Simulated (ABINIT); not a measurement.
# MoS2 (P6_3/mmc) in ABINIT: single point with LDA

Aim: the single point of MoS2 with LDA.

All numbers are computed with ABINIT 10.8.3 (patched build); they aren't measurements. Logs are shortened: lines on timing, memory, paths and dates and some standing lists are left out, and cuts for length are marked. The log counts tension as positive stress, the text compression.

**What was measured.**

From “Multiwavelength excitation Raman Scattering Analysis of bulk and 2 dimensional MoS2: Vibrational properties of atomically thin MoS2 layers”, 2015, arxiv:1506.03228, for a bulk crystal of MoS2 at 300 K: band gap 1.3 eV (indirect).

The runs below are set against these values where they give the same quantity.

## Step 1: Starting point

It takes space group P6_3/mmc (No. 194, hexagonal). The conventional cell has a = 3.169 Å, b = 3.169 Å, c = 12.324 Å, α = 90.00°, β = 90.00°, γ = 120.00°. Mo (site symmetry -6m2) is surrounded by 6 S at 2.41 Å. S (site symmetry 3m) has 3 Mo at 2.41 Å as nearest neighbours.

## Step 2: Single point, LDA

The input, run.abi:

```
# Pseudopotentials
pp_dirpath "./"
pseudos "Mo.upf, S.upf"

# Structure
acell 3.169 3.169 12.324 Angstrom
rprim
     1.0000000000     0.0000000000     0.0000000000
    -0.5000000000     0.8660254038     0.0000000000
     0.0000000000     0.0000000000     1.0000000000
ntypat 2
znucl 42 16
natom 6
typat 1 1 2 2 2 2
xcart
     1.5845000002     0.9148115014     9.2430000000
    -0.0000000002     1.8296230032     3.0810000000
     1.5845000002     0.9148115014     4.6461480000
    -0.0000000002     1.8296230032    10.8081480000
     1.5845000002     0.9148115014     1.5158520000
    -0.0000000002     1.8296230032     7.6778520000 Angstrom

# Plane-wave basis
ecut 35.0

# k points
kptopt 1
ngkpt 8 8 2
nshiftk 1
shiftk 0.0 0.0 0.0

# Exchange and correlation
ixc 7

# Bands and occupations
nband 32
occopt 3
tsmear 0.05 eV

# SCF cycle
nstep 100
tolvrs 1.0e-10

# Output
iomode 3
prtwf 0
prtden 0
prteig 0
prtebands 0
enunit 1
```

Potentials or basis: PseudoDojo NC SR LDA v0.4.1 standard.

Started as:

```bash
mpirun --bind-to none -np 4 abinit run.abi > log 2>&1
```

run.abo:

```text
.Version 10.8.3 of ABINIT
 Symmetries : space group P6_3/m m c (#194); Bravais hP (primitive hexag.)
================================================================================
 Values of the parameters that define the memory need of the present run
     intxc =       0    ionmov =       0      iscf =       7    lmnmax =       6
     lnmax =       6     mgfft =     128  mpssoang =       3    mqgrid =    6203
     natom =       6  nloc_mem =       1    nspden =       1   nspinor =       1
    nsppol =       1      nsym =      24    n1xccc =    2501    ntypat =       2
    occopt =       3   xclevel =       1
       mpw =        7198          nfft =      131072          nkpt =          20
================================================================================
================================================================================

--------------------------------------------------------------------------------
------------- Echo of variables that govern the present computation ------------
--------------------------------------------------------------------------------
 -outvars: echo values of preprocessed input variables --------
            acell      5.9885420930E+00  5.9885420930E+00  2.3288984776E+01 Bohr
              amu      9.59400000E+01  3.20660000E+01
             ecut      3.50000000E+01 Hartree
           enunit           1
              ixc           7
         kptrlatt        8    0    0      0    8    0      0    0    2
          kptrlen      4.65779696E+01
            natom           6
            nband          32
            ngfft          32      32     128
             nkpt          20
            nstep         100
             nsym          24
           ntypat           2
           occopt           3
           prtden           0
        prtebands           0
           prteig           0
            prtwf           0
            rprim      1.0000000000E+00  0.0000000000E+00  0.0000000000E+00
                      -5.0000000000E-01  8.6602540380E-01  0.0000000000E+00
                       0.0000000000E+00  0.0000000000E+00  1.0000000000E+00
          spgroup         194
           tolvrs      1.00000000E-10
           tsmear      1.83746611E-03 Hartree
            typat      1  1  2  2  2  2
           xangst      1.5845000000E+00  9.1481150153E-01  9.2430000000E+00
                      -2.1091043334E-16  1.8296230031E+00  3.0810000000E+00
                       1.5845000000E+00  9.1481150153E-01  4.6461480000E+00
                      -2.1091043334E-16  1.8296230031E+00  1.0808148000E+01
                       1.5845000000E+00  9.1481150153E-01  1.5158520000E+00
                      -2.1091043334E-16  1.8296230031E+00  7.6778520000E+00
            xcart      2.9942710465E+00  1.7287431947E+00  1.7466738582E+01
                      -3.9856295610E-16  3.4574863895E+00  5.8222461939E+00
                       2.9942710465E+00  1.7287431947E+00  8.7799472604E+00
                      -3.9856295610E-16  3.4574863895E+00  2.0424439648E+01
                       2.9942710465E+00  1.7287431947E+00  2.8645451274E+00
                      -3.9856295610E-16  3.4574863895E+00  1.4509037515E+01
             xred      6.6666666666E-01  3.3333333333E-01  7.5000000000E-01
                       3.3333333333E-01  6.6666666666E-01  2.5000000000E-01
                       6.6666666666E-01  3.3333333333E-01  3.7700000000E-01
                       3.3333333333E-01  6.6666666666E-01  8.7700000000E-01
                       6.6666666666E-01  3.3333333333E-01  1.2300000000E-01
                       3.3333333333E-01  6.6666666666E-01  6.2300000000E-01
            znucl       42.00000   16.00000

================================================================================

 chkinp: Checking input parameters for consistency.

================================================================================
== DATASET  1 ==================================================================

--- !DatasetInfo
iteration_state: {dtset: 1, }
dimensions: {natom: 6, nkpt: 20, mband: 32, nsppol: 1, nspinor: 1, nspden: 1, mpw: 7198, }
cutoff_energies: {ecut:  35.0, pawecutdg:  -1.0, }
electrons: {nelect:   5.20000000E+01, charge:   0.00000000E+00, occopt:   3.00000000E+00, tsmear:   1.83746611E-03, }
meta: {optdriver: 0, ionmov: 0, optcell: 0, iscf: 7, paral_kgb: 0, }
...

 Exchange-correlation functional for the present dataset will be:
  LDA: Perdew-Wang 92 LSD fit to Ceperley-Alder data - ixc=7
  J.P.Perdew and Y.Wang, PRB 45, 13244 (1992)

 Real(R)+Recip(G) space primitive vectors, cartesian coordinates (Bohr,Bohr^-1):
 R(1)=  5.9885421  0.0000000  0.0000000  G(1)=  0.1669856  0.0964092  0.0000000
[... 80 lines left out ...]
- [  1.64865377E-28,   2.68248833E-28,  -9.16318162E-03, ]
- [  7.49388076E-29,   8.65318815E-30,   9.16318162E-03, ]
- [ -1.49877615E-29,  -1.47104199E-28,   9.16318162E-03, ]
force_length_stats: {min:   2.89120579E-19, max:   9.16318162E-03, mean:   6.10878774E-03, }
...

 Integrated electronic density in atomic spheres:
 ------------------------------------------------
 Atom  Sphere_radius  Integrated_density
    1        2.00000         10.49607361
    2        2.00000         10.49607361
    3        2.00000          3.91579524
    4        2.00000          3.91579524
    5        2.00000          3.91579524
    6        2.00000          3.91579524
================================================================================

 ----iterations are completed or convergence reached----

 Mean square residual over all n,k,spin=   11.782E-07; max=  25.415E-05
 reduced coordinates (array xred) for    6 atoms
       0.666666666663      0.333333333326      0.750000000000
       0.333333333329      0.666666666659      0.250000000000
       0.666666666663      0.333333333326      0.377000000000
       0.333333333329      0.666666666659      0.877000000000
       0.666666666663      0.333333333326      0.123000000000
       0.333333333329      0.666666666659      0.623000000000
 rms dE/dt=  1.0060E-01; max dE/dt=  2.1340E-01; dE/dt below (all hartree)
    1       0.000000000000      0.000000000000      0.000000000000
    2       0.000000000000      0.000000000000     -0.000000000000
    3       0.000000000000     -0.000000000000      0.213401197157
    4       0.000000000000     -0.000000000000      0.213401197157
    5       0.000000000000      0.000000000000     -0.213401197157
    6       0.000000000000      0.000000000000     -0.213401197157

 cartesian coordinates (angstrom) at end:
    1      1.58450000000000     0.91481150152630     9.24300000000000
    2     -0.00000000000000     1.82962300307370     3.08100000000000
    3      1.58450000000000     0.91481150152630     4.64614800000000
    4     -0.00000000000000     1.82962300307370    10.80814800000000
    5      1.58450000000000     0.91481150152630     1.51585200000000
    6     -0.00000000000000     1.82962300307370     7.67785200000000

 cartesian forces (hartree/bohr) at end:
    1     -0.00000000000000    -0.00000000000000    -0.00000000000000
    2     -0.00000000000000    -0.00000000000000    -0.00000000000000
    3      0.00000000000000     0.00000000000000    -0.00916318161623
    4      0.00000000000000     0.00000000000000    -0.00916318161623
    5      0.00000000000000     0.00000000000000     0.00916318161623
    6     -0.00000000000000    -0.00000000000000     0.00916318161623
 frms,max,avg= 4.3195652E-03 9.1631816E-03   0.000E+00  0.000E+00  0.000E+00 h/b

 cartesian forces (eV/Angstrom) at end:
    1     -0.00000000000000    -0.00000000000000    -0.00000000000000
    2     -0.00000000000000    -0.00000000000000    -0.00000000000000
    3      0.00000000000000     0.00000000000000    -0.47118974368705
    4      0.00000000000000     0.00000000000000    -0.47118974368705
    5      0.00000000000000     0.00000000000000     0.47118974368705
    6     -0.00000000000000    -0.00000000000000     0.47118974368705
 frms,max,avg= 2.2212098E-01 4.7118974E-01   0.000E+00  0.000E+00  0.000E+00 e/A
 length scales=  5.988542093002  5.988542093002 23.288984775688 bohr
              =  3.169000000000  3.169000000000 12.324000000000 angstroms
 Fermi (or HOMO) energy (eV) =   8.66256   Average Vxc (eV)= -11.26782
 Eigenvalues (   eV  ) for nkpt=  20  k points:
 kpt#   1, nband= 32, wtk=  0.00781, kpt=  0.0000  0.0000  0.0000 (reduced coord)
 -53.12014  -53.12014  -27.33242  -27.33219  -27.09647  -27.09647  -27.09641  -27.09641
  -6.64795   -6.37094   -5.42696   -4.96909    1.36300    2.43007    4.71932    4.98192
   4.98192    4.99485    4.99485    6.08367    6.08367    6.13039    6.13039    7.06797
   7.10932    8.26925   10.35171   10.35938   10.39843   10.41911   10.53239   10.66711
 prteigrs : prtvol=0 or 1, do not print more k-points.

--- !EnergyTerms
iteration_state     : {dtset: 1, }
comment             : Components of total free energy in Hartree
kinetic             :  5.99263949097953E+01
hartree             :  5.39866457894299E+01
xc                  : -3.32315940145486E+01
Ewald energy        : -1.19847493794863E+02
psp_core            :  4.76872549621286E+00
local_psp           : -1.74115161544264E+02
non_local_psp       :  2.33239844916588E+01
internal            : -1.85188498666579E+02
'-kT*entropy'       : -2.27291103015781E-07
total_energy        : -1.85188498893870E+02
total_energy_eV     : -5.03923577171453E+03
band_energy         : -1.64508698512245E+01
...

 Cartesian components of stress tensor (hartree/bohr^3)
  sigma(1 1)=  2.04301478E-04  sigma(3 2)=  0.00000000E+00
  sigma(2 2)=  2.04301477E-04  sigma(3 1)=  0.00000000E+00
  sigma(3 3)=  1.89200401E-04  sigma(2 1)=  0.00000000E+00

-Cartesian components of stress tensor (GPa)         [Pressure= -5.8627E+00 GPa]
- sigma(1 1)=  6.01075699E+00  sigma(3 2)=  0.00000000E+00
- sigma(2 2)=  6.01075699E+00  sigma(3 1)=  0.00000000E+00
- sigma(3 3)=  5.56646798E+00  sigma(2 1)=  0.00000000E+00

== END DATASET(S) ==============================================================
================================================================================

 -outvars: echo values of variables after computation  --------
            acell      5.9885420930E+00  5.9885420930E+00  2.3288984776E+01 Bohr
           etotal     -1.8518849889E+02
            fcart     -1.4987761525E-29 -4.3265940754E-29 -2.8912057933E-19
                      -3.7469403812E-28 -2.5094245637E-28 -2.8912057933E-19
                       1.6486537677E-28  1.6441057487E-28 -9.1631816162E-03
                       1.6486537677E-28  2.6824883267E-28 -9.1631816162E-03
                       7.4938807625E-29  8.6531881508E-30  9.1631816162E-03
                      -1.4987761525E-29 -1.4710419856E-28  9.1631816162E-03
            rprim      1.0000000000E+00  0.0000000000E+00  0.0000000000E+00
                      -5.0000000000E-01  8.6602540380E-01  0.0000000000E+00
                       0.0000000000E+00  0.0000000000E+00  1.0000000000E+00
           strten      2.0430147763E-04  2.0430147739E-04  1.8920040100E-04
                       0.0000000000E+00  0.0000000000E+00  0.0000000000E+00
           xangst      1.5845000000E+00  9.1481150153E-01  9.2430000000E+00
                      -2.1091043334E-16  1.8296230031E+00  3.0810000000E+00
                       1.5845000000E+00  9.1481150153E-01  4.6461480000E+00
                      -2.1091043334E-16  1.8296230031E+00  1.0808148000E+01
                       1.5845000000E+00  9.1481150153E-01  1.5158520000E+00
                      -2.1091043334E-16  1.8296230031E+00  7.6778520000E+00
             xred      6.6666666666E-01  3.3333333333E-01  7.5000000000E-01
                       3.3333333333E-01  6.6666666666E-01  2.5000000000E-01
                       6.6666666666E-01  3.3333333333E-01  3.7700000000E-01
                       3.3333333333E-01  6.6666666666E-01  8.7700000000E-01
                       6.6666666666E-01  3.3333333333E-01  1.2300000000E-01
                       3.3333333333E-01  6.6666666666E-01  6.2300000000E-01
 Calculation completed.
```

Wall time 59 s (4 MPI ranks of Arm Neoverse V2, shared host); peak memory 0.4 GiB.

Results:

- Free energy: -5039.2358 eV
- Pressure: -5.9 GPa
- Largest force: 0.471 eV/Å
- Band gap on the k mesh: 0.91 eV, indirect (least direct gap 1.93 eV)
- Valence electrons inside the program's atomic spheres: Mo 10.50; S 3.92

Forces in eV/Å, atoms in the order of the input:
```
Mo   0.000  0.000  0.000
Mo   0.000  0.000  0.000
S    0.000  0.000 -0.471
S    0.000  0.000 -0.471
S    0.000  0.000  0.471
S    0.000  0.000  0.471
```

Levels at points of the mesh, in eV from the valence-band top:
| k point | band 24 | band 25 | band 26 | band 27 | band 28 | band 29 |
| --- | --- | --- | --- | --- | --- | --- |
| (0.00, 0.00, 0.00) | -1.20 | -1.16 | 0.00 | 2.08 | 2.09 | 2.13 |
| (0.50, 0.00, 0.00) | -1.52 | -1.42 | -1.29 | 1.57 | 1.62 | 1.95 |
| (0.00, 0.00, 0.50) | -2.16 | -0.27 | -0.27 | 2.09 | 2.09 | 2.09 |
| (0.50, 0.00, 0.50) | -1.62 | -1.35 | -1.35 | 1.59 | 1.59 | 2.11 |

## Step 3: How close it comes

Step 2. Against the measured gap of MoS2, 1.3 eV (indirect; 300 K; “Multiwavelength excitation Raman Scattering Analysis of bulk and 2 dimensional MoS2: Vibrational properties of atomically thin MoS2 layers”, 2015, arxiv:1506.03228), the calculated 0.91 eV is off by -0.39 eV. Spin-orbit coupling on Mo is left out. The value is that of LDA on a finite k mesh, which can miss the band edges, without temperature or zero-point motion. Semilocal functionals fall short of measured gaps as a rule.
